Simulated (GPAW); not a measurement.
Runs of GPAW 26.7.0 on SnTe. Symmetry: F-43m, No. 216, cubic system. The conventional cell has a = 7.222 Å, b = 7.222 Å, c = 7.222 Å, α = 90.00°, β = 90.00°, γ = 90.00°. Te (site symmetry -43m) is surrounded by 4 Sn at 3.13 Å. Around Sn (site symmetry -43m) lie 4 Te at 3.13 Å. Measurements of this composition are mostly on another form, of space group No. 225.

```tsv
task	level	potentials or basis	k mesh	cutoff (eV)	smearing	maxiter	band path	band points	response ecut	frequency	mesh quality	gap on the mesh (eV)	pressure (GPa)
band structure	LDA	the program's PAW data sets (release 1.2.1) made for this functional, pw	7 × 7 × 7	600	fermi-dirac 0.05 eV	150	GXWKGLUWLK,UX	80	-	-	not flagged	-	(b)
single point	HSE06	GPAW PAW data sets (gpaw-data 1.2.1), pw	4 × 4 × 4	450	fermi-dirac 0.05 eV	60	-	-	-	-	not flagged	0.32	-
band structure	PBEsol	PAW data sets generated in the run's folder for this functional, pw	7 × 7 × 7	600	fermi-dirac 0.05 eV	150	GXWKGLUWLK,UX	80	-	-	not flagged	0.28	(a)
single point	PBE0	GPAW PAW data sets (gpaw-data 1.2.1), pw	4 × 4 × 4	450	fermi-dirac 0.05 eV	60	-	-	-	-	not flagged	0.96	-
```

Alike in all rows: no spin polarisation; cell as given.

Question: Fill in the values left out.

Answer: (a) -1.5; (b) -2.3.

Caveats: spin-orbit coupling is left out, which moves the levels of the heavy elements (some runs); exact exchange converges slowly with the k mesh, and this mesh is small (some runs); the PAW data sets were made with another functional, which shifts forces and pressure a little (some runs); the mesh misses the band edges, which the band path finds closer together (some runs).

A k mesh can miss the band edges, and the runs leave out spin-orbit coupling on Sn, Te.

Not every run made on this cell is shown here.
